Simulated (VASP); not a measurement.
**BeTe: single point with PBEsol**

The system is BeTe.

```
CELL_PARAMETERS angstrom
0.00000 2.77000 2.77000
2.77000 0.00000 2.77000
2.77000 2.77000 0.00000
ATOMIC_POSITIONS crystal
Te 0.75000 0.75000 0.75000
Be 0.00000 0.00000 0.00000
```

| Item | Value |
| --- | --- |
| Program | VASP 6.6.1 |
| Task | single point |
| Functional | PBEsol |
| Potentials or basis | VASP PAW PBE potentials, release 64 (Te, Be) |
| Cutoff | 520 eV |
| k mesh | 8 × 8 × 8 |
| Occupations | fermi-dirac, width 0.05 eV |
| Spin | no spin polarisation |
| Ladder | free |
| Further INCAR settings | ALGO = Normal; EDIFF = 1e-07; NBANDS = 11 |

```
Pressure               : 2.5 GPa
Band gap on the k mesh : 1.73 eV, indirect (least direct gap 3.55 eV)
```

Levels at points of the mesh, in eV from the valence-band top:
```tsv
k point	band 1	band 2	band 3	band 4	band 5	band 6	band 7	band 8
(0.00, 0.00, 0.00)	-12.67	0.00	0.00	0.00	3.55	3.55	3.55	4.10
(0.50, 0.00, 0.00)	-11.19	-5.90	-1.22	-1.22	3.17	4.53	4.53	7.64
(0.50, 0.50, 0.00)	-10.65	-5.40	-2.85	-2.85	1.73	2.54	10.02	10.02
```

It took 17 s on 1 thread of Intel(R) Xeon(R) Platinum 8488C (Sapphire Rapids), on a shared host, peak memory 0.16 GiB.

Caveat: the PAW data sets were made with another functional, which shifts forces and pressure a little; spin-orbit coupling is left out, which moves the levels of the heavy elements. A k mesh can miss the band edges.
